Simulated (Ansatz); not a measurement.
## Surface calculation: diamond C (110), 3 layers

The slab is cut from the diamond crystal, which needn't be the stable phase, as relaxed on PAW files (5.51 Å³/atom), with 16 Å of vacuum and a dipole correction:

```
CELL_PARAMETERS angstrom
2.49731 0.00000 0.00000
0.00000 3.53172 0.00000
0.00000 0.00000 18.49730
ATOMIC_POSITIONS crystal
C 0.75000 0.12500 0.43250
C 0.25000 0.87500 0.43250
C 0.25000 0.62500 0.50000
C 0.75000 0.37500 0.50000
C 0.75000 0.12500 0.56750
C 0.25000 0.87500 0.56750
```

All numbers are LDA results (scalar-relativistic) from Ansatz 0.2.0, with a Γ-centred 10×7×1 k mesh, Fermi–Dirac smearing of 0.02 eV, no spin polarisation. Methods: LAPW: all electrons, basis error target 1 meV/atom; PAW: frozen-core files, cutoff 420 eV.

The bulk energy comes from a cell in the slab's orientation on a 10×7×10 mesh. The surface energy is (E(slab) − N·E(bulk))/2A at zero smearing, the mean of both faces; thin slabs carry quantum-size effects.

The PAW files were made under PBE. Real surfaces of this kind reconstruct, which a 1×1 cell forbids.

Task: As cut, the LAPW slab lies 7.653 eV above 6 atoms of bulk. What surface energy is that?

Result: Over two faces of 8.82 Å² it is 433.8 meV/Å², and times 16.02 J/m² per eV/Å² that gives γ = 6.951 J/m².

```
method  γ as cut (J/m²)  γ relaxed (J/m²)  Φ as cut (eV)  Φ relaxed (eV)
  LAPW            6.951             5.831              ?               ?
```

Task: What belongs in the row "LAPW", column "Φ relaxed (eV)"?

Result: 6.05.

Task: What belongs in the row "LAPW", column "Φ as cut (eV)"?

Result: 6.34.

Task: How do the spacings between the planes relax?

Result: From the bottom face up: d12 -10.5 % of 1.249 Å, d23 -10.5 % of 1.249 Å.

Task: What changes if the images along the normal are cut off in place of the dipole correction?

Result: LAPW then gives: no gap, work function 6.05 eV; PAW: no gap, work function 6.05 eV.

Task: A 1s core hole is made on one atom of each kind in every 1×1 cell (PAW hole dataset, neutral cell, valence without spin). What does it cost by layer?

Result: layer 1 279.10 eV, layer 2 280.74 eV. Shifts between layers mean more than the absolute values, and a whole layer of holes screens otherwise than one hole.
